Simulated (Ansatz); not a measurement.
# Bi (C2/m) in Ansatz: a series of runs

Aim: see how the results for Bi move with the level of theory and the settings. Levels: r2SCAN, PBE. Tasks: single point, equation of state, phonons.

All numbers are computed with Ansatz 0.2.0; they aren't measurements. Logs are shortened: lines on timing, memory, paths and dates and some standing lists are left out, and cuts for length are marked.

## Step 1: The crystal as given

Symmetry: C2/m, No. 12, monoclinic system. Conventional cell: a = 6.977 Å, b = 6.265 Å, c = 3.359 Å, α = 90.00°, β = 112.04°, γ = 90.00°. Bi (site symmetry m) is surrounded by 6 Bi at 3.21 to 3.45 Å.

This isn't the form of Bi at room conditions, which is rhombohedral.

## Step 2: Single point, r2SCAN, 31.98 Å³/atom (volume scaled by 0.94)

The input, input.yaml:

```yaml
crystal:
  lattice:
    - [3.4173821397, -3.0686298933, 0.0]
    - [3.4173821397, 3.0686298933, 0.0]
    - [-1.2345086997, 0.0, 3.0499903288]
  atoms:
    - { symbol: Bi, position: [0.753061, 0.753061, 0.857382] }
    - { symbol: Bi, position: [0.246939, 0.246939, 0.142618] }
hamiltonian:
  xc: r2scan
  pseudopotentials: { kind: paw }
kpoints:
  mp_grid: { grid: [6, 6, 9] }
scf:
  occupations: { method: fermi_dirac, width: 0.05 }
output:
  forces: true
  stress: true
  eigenvalues: true
```

Potentials or basis: Ansatz PAW.

Started as:

```console
ansatz run input.yaml --threads 2 --pin off --max-ram 5632MiB --backend cpu --events-out ev --progress --plain --runs-dir out
```

What it wrote:

```text
Warning: RAYON_NUM_THREADS=2 ignored (pool sized by the plan → 2); use --threads N
Engine: ansatz 0.2.0, x86_64-unknown-linux-gnu
Pseudopotentials: kind: paw
Pseudopotential: Bi, paw, valence charge 15, recommended cutoff 500 eV (meta_gga), Bi.paw.azcp
Functional definition: r2SCAN
  parameter k0 = 0.174
  parameter k1 = 0.065
  parameter a1 = 4.9479
  exchange = r2scan_x(k0 = k0, k1 = k1, a1 = a1)
  correlation = r2scan_c
Crystal: 2 atoms, lattice volume = 63.969 Å³
Basis set: ecut = 500 eV, 1621 PW (Γ), exchange–correlation on 144×144×96 points (64 copies of the dense FFT grid, shifted against one another)
Bands: 19, of which v1, the nominal top of the filled ones, is band 15 counted from 1 (14 counted from 0)
Symmetry: 4 space group operations
Space group: C2/m (ITA 12), of the structure as read, at distance tolerance 4.0e-5 Å
k-points: 97 of 324
Non-local potential: Bi, projectors of the file, l = 0: 2, l = 1: 2, l = 2: 2, l = 3: 2
PAW form: soft (Blöchl's): semilocal exchange-correlation on the pseudo side does not see the compensation charge
PAW frozen core: Bi, regenerated for the run's functional (the file was generated under x = pbe(κ = 0.804, μ = 0.2195149727645171), c = pbe(β = 0.06672455060314922))
PAW one-centre angular grid: Bi, 590 points (default); XC on 160 Gauss nodes
Initial density: superposition of atomic densities (neutral atoms: chi_scale 0, normalization atom), corrected by the library's trained network
Initial wavefunctions: pseudopotential atomic-orbital guess
Functional: x = r2scan, c = r2scan; τ floored in thin density (d = 2e-4 eV/Å³)
SCF iter   1: F=—  HF=-24821.902168 eV  |F-HF|=—  |Δ(HF+E_count)|=         —  Δρ=3.25e-3  dr2=6.27e-3  dr2_τ=5.07e-4  ethr=1.77e-3  ⟨swp⟩=6.5  Hψ=9066  notcnv=0
preconditioner: auto → Kerker (q_TF=auto, 2.405 Å⁻¹)  [metal: Δε(μ)=0.050 eV  Ē_g=21.449 eV  σ=0.050 eV  W_gap=0.24  n_scr=16 (ndim 8)  ℏωp=25.4 eV  f_vac=0.000  D(μ)=0.80/eV (n_scr^D=4)]
SCF iter   2: F=—  HF=-24821.912652 eV  |F-HF|=—  |Δ(HF+E_count)|=   1.05e-2  Δρ=1.99e-3  dr2=2.82e-3  dr2_τ=6.43e-5  ethr=2.09e-5  ⟨swp⟩=2.8  Hψ=4432  notcnv=0  defer=12
SCF iter   3: F=—  HF=-24821.913630 eV  |F-HF|=—  |Δ(HF+E_count)|=   9.78e-4  Δρ=5.35e-4  dr2=2.91e-4  dr2_τ=4.76e-6  ethr=9.41e-6  ⟨swp⟩=2.0  Hψ=2489  notcnv=0  defer=12
SCF iter   4: F=—  HF=-24821.913710 eV  |F-HF|=—  |Δ(HF+E_count)|=   8.04e-5  Δρ=1.50e-4  dr2=1.68e-5  dr2_τ=3.48e-7  ethr=9.69e-7  ⟨swp⟩=2.0  Hψ=2353  notcnv=0  defer=12
SCF iter   5: F=—  HF=-24821.913715 eV  |F-HF|=—  |Δ(HF+E_count)|=   5.34e-6  Δρ=2.74e-5  dr2=5.45e-7  dr2_τ=1.72e-8  ethr=5.59e-8  ⟨swp⟩=2.0  Hψ=2317  notcnv=0  defer=12
SCF iter   6: F=-24821.913716 eV  HF=-24821.913716 eV  |F-HF|=1.80e-9  |Δ(HF+E_count)|=   2.33e-7  Δρ=7.60e-6  dr2=4.49e-8  dr2_τ=1.48e-9  ethr=3.33e-10  ⟨swp⟩=7.4  Hψ=10059  notcnv=0
SCF 1 converged in 6 iterations: F = -24821.913716 eV  dr2 = 4.49e-8
SCF converged after 6 iterations
Free energy (F): -24821.913716 eV
Harris-Foulkes:  -24821.913716 eV  (|F-HF|=1.80e-9)
Internal energy: -24821.906850 eV  (E = F + TS)
E sigma→0 (E₀):  -24821.910283 eV
Entropy (-TS):   -0.006866 eV (-3.433 meV/atom)
Fermi energy:    11.202336 eV
--- Per-component energies (eV) ---
  E_band       = -197.805493
  E_kinetic    = 603.478863
  E_local      = -2907.310664  (includes V_loc(G=0)·N_el)
  E_nonlocal   = 1122.003439
  E_hartree    = 933.546319
  E_xc         = -281.798016
  E_vxc        = -313.249583  (∫ρ·V_xc dr)
  E_paw        = -21377.430887  (= ΣΔE_a)
  E_vpaw       = -591.557391  (= ΣTr[D̂ρ^β])
  E_aug_tail   = -0.000539  (compensation charges beyond the density's cutoff)
  E_vtau       = 21.741701  (kinetic-family band-sum trace: ∫τ·v_τ [+ j·A + Jᵃ·Aᵃ] dr)
  E_ewald      = -2916.146459
  E_core_change = 1.751094  (= ΣΔE_core)
  E_smearing   = -0.006866  (= −TS)
  E_closure    = -0.000000  (closes the sum)
  Σ components = -24821.913716   (vs F -24821.913716, Δ=0.00e0)
--- Forces (eV/Å), atoms counted from 1 ---
  atom   1  Bi     0.04544562     0.00000000     0.02715504
  atom   2  Bi    -0.04544562    -0.00000000    -0.02715504
  max |Σ_I F_I| component: 6.94e-18 eV/Å
--- Stress (GPa, compression-positive) ---
        2.594952       0.000000      -0.237516
        0.000000       2.054302      -0.000000
       -0.237515      -0.000000       3.321163
  P = ⅓ Tr σ = 2.6568 GPa (26.568 kbar)
--- Band table (eV; the first three rows and the last of 97) ---
  k-point 0: bands = ["-12.7086", "-12.6653", "-12.6116", "-12.5806", "-12.4651", "-12.4362", "-12.4149", "-12.4016", "-12.3599", "-12.2464", "-2.9442", "1.7884", "7.6307", "7.9375", "14.1804", "14.5342", "15.3073", "15.7878", "15.9455"]
  k-point 1: bands = ["-12.7010", "-12.6362", "-12.5763", "-12.5750", "-12.4747", "-12.4467", "-12.4272", "-12.4118", "-12.3625", "-12.2520", "-2.7468", "1.8383", "7.7594", "8.2471", "13.3592", "14.4079", "14.4182", "14.8321", "15.3295"]
  k-point 2: bands = ["-12.6814", "-12.5641", "-12.5604", "-12.4985", "-12.4961", "-12.4677", "-12.4583", "-12.4307", "-12.3698", "-12.2677", "-2.1674", "1.9813", "8.1284", "9.0588", "10.5659", "12.3576", "13.9806", "14.6724", "15.4870"]
  k-point 96: bands = ["-12.5955", "-12.5551", "-12.5374", "-12.5254", "-12.5127", "-12.4719", "-12.4251", "-12.4099", "-12.3191", "-12.3057", "0.4508", "1.4475", "6.9776", "8.2296", "8.3658", "10.2222", "12.6872", "13.4712", "17.9966"]
```

Wall time 18 s (2 threads of Intel Xeon at 2.50GHz (Skylake/Cascade Lake), shared host); peak memory 0.56 GiB.

What came out:

- Free energy: -24821.9137 eV
- Pressure: 2.7 GPa
- Largest force: 0.053 eV/Å
- Band gap on the k mesh: none (metal or under the smearing width)

Caveat: spin-orbit coupling is left out, which moves the levels of the heavy elements; the PAW data sets come from PBE, with cores solved anew for the run's functional, which leaves a small shift of forces and pressure.

## Step 3: Single point, r2SCAN, 32.66 Å³/atom (volume scaled by 0.96)

input.yaml: that of step 2 with these lines changed.

```diff
@@ -2,5 +2,5 @@
   lattice:
-    - [3.4173821397, -3.0686298933, 0.0]
-    - [3.4173821397, 3.0686298933, 0.0]
-    - [-1.2345086997, 0.0, 3.0499903288]
+    - [3.441449004, -3.090240675, 0.0]
+    - [3.441449004, 3.090240675, 0.0]
+    - [-1.2432027094, 0.0, 3.0714698416]
   atoms:
@@ -19 +19,5 @@
   eigenvalues: true
+  write_density: true
+  write_potential: true
+  elf: true
+  volumetric_format: npy
```

Potentials or basis: Ansatz PAW.

Started as:

```console
ansatz run input.yaml --threads 2 --pin off --max-ram 5632MiB --backend cpu --events-out ev --progress --plain --runs-dir out
```

Run time: 23 s. Hardware: 2 threads of Intel Xeon at 2.50GHz (Skylake/Cascade Lake), shared host; peak memory 0.57 GiB.

The run converged. Its results:

```yaml
Free_energy: -24821.9307 eV
Pressure: 1.4 GPa
Largest_force: 0.086 eV/Å
Band_gap_on_the_k_mesh: none (metal or under the smearing width)
```

Caveat: spin-orbit coupling is left out, which moves the levels of the heavy elements; the PAW data sets come from PBE, with cores solved anew for the run's functional, which leaves a small shift of forces and pressure.

## Step 4: Single point, r2SCAN, 33.35 Å³/atom (volume scaled by 0.98)

input.yaml: that of step 3 with these lines changed.

```diff
@@ -2,5 +2,5 @@
   lattice:
-    - [3.441449004, -3.090240675, 0.0]
-    - [3.441449004, 3.090240675, 0.0]
-    - [-1.2432027094, 0.0, 3.0714698416]
+    - [3.4651838851, -3.1115533531, 0.0]
+    - [3.4651838851, 3.1115533531, 0.0]
+    - [-1.2517767921, 0.0, 3.0926530616]
   atoms:
```

Started as:

```console
ansatz run input.yaml --threads 2 --pin off --max-ram 5632MiB --backend cpu --events-out ev --progress --plain --runs-dir out
```

It took 25 s on 2 threads of Intel Xeon at 2.50GHz (Skylake/Cascade Lake), shared host; peak memory 0.57 GiB.

It converged, with:

```yaml
Free_energy: -24821.9373 eV
Pressure: 0.2 GPa
Largest_force: 0.118 eV/Å
Band_gap_on_the_k_mesh: none (metal or under the smearing width)
```

Caveat: spin-orbit coupling is left out, which moves the levels of the heavy elements; the PAW data sets come from PBE, with cores solved anew for the run's functional, which leaves a small shift of forces and pressure.

## Step 5: Single point, r2SCAN, 34.03 Å³/atom

The input, input.yaml:

```yaml
crystal:
  lattice:
    - [3.488598, -3.132578, 0.0]
    - [3.488598, 3.132578, 0.0]
    - [-1.260235, 0.0, 3.11355]
  atoms:
    - { symbol: Bi, position: [0.753061, 0.753061, 0.857382] }
    - { symbol: Bi, position: [0.246939, 0.246939, 0.142618] }
hamiltonian:
  xc: r2scan
  pseudopotentials: { kind: paw }
kpoints:
  mp_grid: { grid: [6, 6, 9] }
scf:
  occupations: { method: fermi_dirac, width: 0.05 }
output:
  forces: true
  stress: true
  eigenvalues: true
```

Started as:

```console
ansatz run input.yaml --threads 2 --pin off --max-ram 5632MiB --backend cpu --events-out ev --progress --plain --runs-dir out
```

It took 22 s on 2 threads of Intel Xeon at 2.50GHz (Skylake/Cascade Lake), shared host; peak memory 0.57 GiB.

Results (log left out):

- Free energy: -24821.9345 eV
- Pressure: -0.8 GPa
- Largest force: 0.147 eV/Å
- Band gap on the k mesh: none (metal or under the smearing width)

Caveat: spin-orbit coupling is left out, which moves the levels of the heavy elements; the PAW data sets come from PBE, with cores solved anew for the run's functional, which leaves a small shift of forces and pressure.

## Step 6: Single point, r2SCAN, 34.71 Å³/atom (volume scaled by 1.02)

input.yaml: that of step 5 with these lines changed.

```diff
@@ -2,5 +2,5 @@
   lattice:
-    - [3.488598, -3.132578, 0.0]
-    - [3.488598, 3.132578, 0.0]
-    - [-1.260235, 0.0, 3.11355]
+    - [3.5117019713, -3.1533241543, 0.0]
+    - [3.5117019713, 3.1533241543, 0.0]
+    - [-1.2685811704, 0.0, 3.1341701374]
   atoms:
```

Potentials or basis: Ansatz PAW.

Started as:

```console
ansatz run input.yaml --threads 2 --pin off --max-ram 5632MiB --backend cpu --events-out ev --progress --plain --runs-dir out
```

It took 23 s on 2 threads of Intel Xeon at 2.50GHz (Skylake/Cascade Lake), shared host; peak memory 0.57 GiB.

The run converged. Its results:

| Quantity | Value |
| --- | --- |
| Free energy | -24821.9236 eV |
| Pressure | -1.7 GPa |
| Largest force | 0.175 eV/Å |
| Band gap on the k mesh | none (metal or under the smearing width) |

Caveat: spin-orbit coupling is left out, which moves the levels of the heavy elements; the PAW data sets come from PBE, with cores solved anew for the run's functional, which leaves a small shift of forces and pressure.

## Step 7: Single point, r2SCAN, 35.39 Å³/atom (volume scaled by 1.04)

input.yaml: that of step 6 with these lines changed.

```diff
@@ -2,5 +2,5 @@
   lattice:
-    - [3.5117019713, -3.1533241543, 0.0]
-    - [3.5117019713, 3.1533241543, 0.0]
-    - [-1.2685811704, 0.0, 3.1341701374]
+    - [3.5345058698, -3.1738008589, 0.0]
+    - [3.5345058698, 3.1738008589, 0.0]
+    - [-1.2768189413, 0.0, 3.1545224618]
   atoms:
@@ -19 +19,5 @@
   eigenvalues: true
+  write_density: true
+  write_potential: true
+  elf: true
+  volumetric_format: npy
```

Started as:

```console
ansatz run input.yaml --threads 2 --pin off --max-ram 5632MiB --backend cpu --events-out ev --progress --plain --runs-dir out
```

Run time: 29 s. Hardware: 2 threads of Intel Xeon at 2.50GHz (Skylake/Cascade Lake), shared host; peak memory 0.59 GiB.

The run converged. Its results:

| Property | Result |
| --- | --- |
| Free energy | -24821.9052 eV |
| Pressure | -2.6 GPa |
| Largest force | 0.200 eV/Å |
| Band gap on the k mesh | none (metal or under the smearing width) |

Caveat: spin-orbit coupling is left out, which moves the levels of the heavy elements; the PAW data sets come from PBE, with cores solved anew for the run's functional, which leaves a small shift of forces and pressure.

## Step 8: Single point, r2SCAN, 36.07 Å³/atom (volume scaled by 1.06)

The input, input.yaml:

```yaml
crystal:
  lattice:
    - [3.5570192531, -3.194016696, 0.0]
    - [3.5570192531, 3.194016696, 0.0]
    - [-1.2849517653, 0.0, 3.1746155033]
  atoms:
    - { symbol: Bi, position: [0.753061, 0.753061, 0.857382] }
    - { symbol: Bi, position: [0.246939, 0.246939, 0.142618] }
hamiltonian:
  xc: r2scan
  pseudopotentials: { kind: paw }
kpoints:
  mp_grid: { grid: [6, 6, 9] }
scf:
  occupations: { method: fermi_dirac, width: 0.05 }
output:
  forces: true
  stress: true
  eigenvalues: true
```

Started as:

```console
ansatz run input.yaml --threads 2 --pin off --max-ram 5632MiB --backend cpu --events-out ev --progress --plain --runs-dir out
```

It took 21 s on 2 threads of Intel Xeon at 2.50GHz (Skylake/Cascade Lake), shared host; peak memory 0.57 GiB.

Results (log left out):

| Quantity | Value |
| --- | --- |
| Free energy | -24821.8803 eV |
| Pressure | -3.3 GPa |
| Largest force | 0.225 eV/Å |
| Band gap on the k mesh | none (metal or under the smearing width) |

Caveat: spin-orbit coupling is left out, which moves the levels of the heavy elements; the PAW data sets come from PBE, with cores solved anew for the run's functional, which leaves a small shift of forces and pressure.

## Step 9: Equation of state, r2SCAN

Potentials or basis: Ansatz PAW.

No new run: the results of the series are fitted here.

Results:

```yaml
Equilibrium_volume: 33.48 Å³/atom
Bulk_modulus_at_fixed_shape_and_positions: 52 GPa
Pressure_derivative_of_the_bulk_modulus: 4.6
```

Energy against volume, from the lowest point:
| volume (Å³/atom) | energy (meV/atom) |
| --- | --- |
| 31.984 | 11.77 |
| 32.665 | 3.28 |
| 33.345 | 0.00 |
| 34.026 | 1.35 |
| 34.706 | 6.84 |
| 35.387 | 16.02 |
| 36.067 | 28.49 |

Caveat: the cell was scaled at fixed shape and fractional positions, which overstates the stiffness of a crystal with free parameters, most of all of layers and chains; the PAW data sets were made with another functional, which shifts forces and pressure a little; spin-orbit coupling is left out, which moves the levels of the heavy elements.

## Step 10: Phonons, PBE

The input, input.yaml:

```yaml
crystal:
  lattice:
    - [3.488598, -3.132578, 0.0]
    - [3.488598, 3.132578, 0.0]
    - [-1.260235, 0.0, 3.11355]
  atoms:
    - { symbol: Bi, position: [0.753061, 0.753061, 0.857382] }
    - { symbol: Bi, position: [0.246939, 0.246939, 0.142618] }
hamiltonian:
  xc: pbe
  pseudopotentials: { kind: paw }
kpoints:
  mp_grid: { grid: [6, 6, 8] }
scf:
  occupations: { method: fermi_dirac, width: 0.05 }
phonons:
  method: dfpt
  qmesh: [2, 2, 2]
  temperatures: { t_max: 1000, t_step: 100 }
  qpath:
    path:
      - [[0.0, 0.0, 0.0], [-0.5600545268, -0.5600545268, -0.387994671], [-0.2923401794, -0.2923401794, -0.5750158585], [-0.8277688743, -0.8277688743, 0.7990265165], [0.0, 0.0, 0.5], [-0.5, 0.5, 0.5], [-0.7076598206, 0.2923401794, 0.5750158585]]
      - [[-0.1722311257, 0.8277688743, -0.7990265165], [-0.4399454732, 0.5600545268, -0.612005329], [-0.5, 0.5, 0.0], [0.0, 0.0, 0.0], [-0.5, 0.0, -0.5]]
      - [[-0.5, 0.0, 0.0], [0.0, 0.0, 0.0]]
    npoints: 8
```

Potentials or basis: Ansatz PAW.

Started as:

```console
ansatz run input.yaml --threads 2 --pin off --max-ram 5632MiB --backend cpu --events-out ev --progress --plain --runs-dir out
```

What it wrote:

```text
Warning: RAYON_NUM_THREADS=2 ignored (pool sized by the plan → 2); use --threads N
Engine: ansatz 0.2.0, x86_64-unknown-linux-gnu
Pseudopotentials: kind: paw
Pseudopotential: Bi, paw, valence charge 15, recommended cutoff 420 eV (normal), Bi.paw.azcp
Functional definition: PBE
  parameter kappa = 0.804
  parameter beta = 0.06672455060314922
  exchange = pbe_x(kappa = kappa, mu = beta*pi^2/3)
  correlation = pbe_c(beta = beta)
Crystal: 2 atoms, lattice volume = 68.052 Å³
[... 63 lines left out ...]
--- Phonons (Γ-DFPT): 3 representative perturbations + reference (Σ response iterations 9) ---
  ASR residual: 4.542e-5 → 0.000e0 eV/Å²; symmetrization residual: 3.385e-5 eV/Å²
  ASR residual per site (eV/Å²): 4.54e-5 4.54e-5
  Γ frequencies (cm⁻¹): 0.00 0.00 0.00 43.23 64.07 67.32
--- Phonons (arbitrary-q DFPT): 6 irreducible q on the 2×2×2 mesh ---
  q = [0.0000, 0.0000, 0.0000] (star 1, of the zone-centre solve; hermiticity 3.89e-5, symmetrization 8.99e-13): -0.00 0.00 0.00 43.23 64.07 67.32
  q = [0.0000, 0.0000, -0.5000] (star 1, 3 solved perturbations on 89 of 288 k-point pairs; hermiticity 1.50e-5, symmetrization 2.08e-5): 26.31 45.22 49.60 60.04 67.04 80.61
  q = [0.0000, -0.5000, 0.0000] (star 2, 3 solved perturbations on 148 of 288 k-point pairs; hermiticity 2.51e-5, symmetrization 1.72e-5): 27.01 28.24 60.35 72.36 75.70 87.75
  q = [0.0000, -0.5000, -0.5000] (star 2, 3 solved perturbations on 148 of 288 k-point pairs; hermiticity 2.26e-5, symmetrization 8.68e-6): 15.63 31.65 47.59 55.29 73.54 73.69
  q = [-0.5000, -0.5000, 0.0000] (star 1, 3 solved perturbations on 89 of 288 k-point pairs; hermiticity 3.57e-5, symmetrization 1.18e-5): 21.97 26.50 29.83 30.94 63.79 68.33
  q = [-0.5000, -0.5000, -0.5000] (star 1, 3 solved perturbations on 89 of 288 k-point pairs; hermiticity 3.48e-5, symmetrization 3.20e-5): 24.76 30.09 49.99 54.12 75.43 79.76
  sum rule: each row above includes the acoustic sum rule's correction from the zone centre's row sums; it moved no ω² by more than (0.27 cm⁻¹)²
  mesh force constants: q→R imaginary residual 0.00e0; ASR residual 4.542e-5 → 0.000e0 eV/Å²; symmetrization residual 1.998e-15 eV/Å²
  interpolated dispersion: 91 rows × 6 modes
  density of states and harmonic sums: on the 14×14×20 q-mesh, interpolated from the force constants of a 2×2×2 supercell (no non-analytic term)
  largest difference from the sums on the solved wave vectors: F 1.07e-1 eV, S 1.38e-4 and C_V 3.17e-5 eV/K
  zero-point energy: 0.018842 eV/cell   skipped modes (ω ≤ 0): 14, of them read as no rigid motion or as one in doubt: 11 (6.633e-3 modes/cell left out, lowest -7.16 cm⁻¹)   left out of the sums: 1.23e-3 of the cell's modes: C_V's classical limit lies that fraction below 3 k_B per atom; for a crystal, a wire or a layer, F and S can be off by more, and a phonons.interpolated_qmesh denser along its periods is the remedy for the sampling
```

phbands.tsv:

```text
# q_distance	omega_0_inv_cm	omega_1_inv_cm	omega_2_inv_cm	omega_3_inv_cm	omega_4_inv_cm	omega_5_inv_cm	omega_0_thz	omega_1_thz	omega_2_thz	omega_3_thz	omega_4_thz	omega_5_thz
# format = ansatz-phbands/1
[... 93 lines left out ...]
12.121209	7.502416	18.055044	26.358992	44.399186	67.140803	70.008239	0.224917	0.541277	0.790223	1.331054	2.012831	2.098794
12.208476	3.723896	9.397081	13.485193	43.470033	64.966412	67.958399	0.111640	0.281717	0.404276	1.303199	1.947644	2.037342
12.295743	0.000000	0.000000	0.000000	43.228632	64.071199	67.316293	0.000000	0.000000	0.000000	1.295962	1.920806	2.018092
```

It took 5.4 min on 2 threads of Intel Xeon at 2.50GHz (Skylake/Cascade Lake), shared host; peak memory 0.86 GiB.

What came out:

```
Free energy              : -24793.0211 eV
Band gap on the k mesh   : none (metal or under the smearing width)
Highest phonon frequency : 88 cm⁻¹
```

Levels at points of the mesh, in eV from the Fermi level:
```csv
k point,band 13,band 14,band 15,band 16,band 17,band 18
"(0.00, 0.00, 0.00)",-3.06,-2.78,2.78,3.07,3.74,4.12
"(0.00, 0.00, -0.50)",-3.91,-2.45,-1.61,1.18,1.49,1.55
"(0.00, -0.50, 0.00)",-1.13,-0.95,-0.72,-0.66,3.42,4.55
"(0.00, -0.50, -0.50)",-4.25,-3.06,-1.79,0.90,2.02,2.15
"(-0.50, -0.50, 0.00)",-4.92,-4.90,3.15,3.90,5.19,5.54
"(-0.50, -0.50, -0.50)",-3.76,-2.81,-2.24,-0.44,1.15,1.66
```

Phonon frequencies in cm⁻¹ (negative: imaginary):
| q point | frequencies |
| --- | --- |
| (0.000, 0.000, 0.000) | 0 0 0 43 64 67 |
| (0.000, 0.000, -0.500) | 26 45 50 60 67 81 |
| (0.000, -0.500, 0.000) | 27 28 60 72 76 88 |
| (0.000, -0.500, -0.500) | 16 32 48 55 74 74 |
| (-0.500, -0.500, 0.000) | 22 26 30 31 64 68 |
| (-0.500, -0.500, -0.500) | 25 30 50 54 75 80 |

Caveat: spin-orbit coupling is left out, which moves the levels of the heavy elements; the q mesh is small, so phonon branches between its points and thermal values are rough; some levels weren't fully converged.
